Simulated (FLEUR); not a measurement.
**AlCo: equation of state with Wu-Cohen GGA**

The system is AlCo.

```xyz
2
Lattice="2.8194 0.0000 0.0000 0.0000 2.8194 0.0000 0.0000 0.0000 2.8194" Properties=species:S:1:pos:R:3 pbc="T T T"
Co    1.4097    1.4097    1.4097
Al    0.0000    0.0000    0.0000
```

The cell is a database's computed one.

* Program: FLEUR MaX-R8.1 (later development tree)
* Task: equation of state
* Functional: Wu-Cohen GGA
* Potentials or basis: all-electron
* Basis: FLAPW
* Kmax: 5.05 1/bohr
* k mesh: 9 × 9 × 9
* Occupations: fermi-dirac, width 0.05 eV
* Spin: collinear spin, program default start

```json
{
  "Equilibrium volume": "11.27 Å³/atom",
  "Bulk modulus": "192 GPa",
  "Pressure derivative of the bulk modulus": "4.2 (rough: it moves with the points fitted)"
}
```

Energy against volume, from the lowest point:
```tsv
volume (Å³/atom)	energy (meV/atom)
10.533	32.40
10.758	15.03
11.206	0.00
11.654	7.12
11.878	17.64
```
